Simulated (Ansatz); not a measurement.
Wanted: the native input for an Ansatz 0.2.0 run.

```yaml
Task: single point
Functional: PBE
Potentials_or_basis: Ansatz PAW
Cutoff: "420 eV (not typed: the program's choice for these potentials)"
k_mesh: 7 × 7 × 7
Occupations: gaussian, width 0.017 eV
Spin: no spin polarisation
```

The system is Sn.

```xyz
2
Lattice="0.0000 3.2333 3.2333 3.2333 0.0000 3.2333 3.2333 3.2333 0.0000" Properties=species:S:1:pos:R:3 pbc="T T T"
Sn    4.8500    4.8500    4.8500
Sn    3.2333    3.2333    3.2333
```

This isn't the form of Sn at room conditions, which is tetragonal (white tin).

One way to write it, as run:

input.yaml

```yaml
crystal:
  lattice:
    - [0.0, 3.2333428, 3.2333428]
    - [3.2333428, 0.0, 3.2333428]
    - [3.2333428, 3.2333428, 0.0]
  atoms:
    - { symbol: Sn, position: [0.75, 0.75, 0.75] }
    - { symbol: Sn, position: [0.5, 0.5, 0.5] }
hamiltonian:
  xc: pbe
  pseudopotentials: { kind: paw }
kpoints:
  mp_grid: { grid: [7, 7, 7] }
scf:
  occupations: { method: gaussian, width: 0.017 }
output:
  forces: true
  stress: true
  eigenvalues: true
```

Potentials or basis: Ansatz PAW.

Command:

```sh
$ ansatz run input.yaml --threads 2 --pin off --max-ram 5632MiB --backend cpu --events-out ev --progress --plain --runs-dir out
```

It gave:

The pressure is 3.8 GPa and the band gap on the k mesh is none (metal or under the smearing width).

It took 2.8 s on 2 threads of Intel(R) Xeon(R) Processor @ 2.50GHz (Skylake/Cascade Lake), on a shared host, peak memory 0.34 GiB.
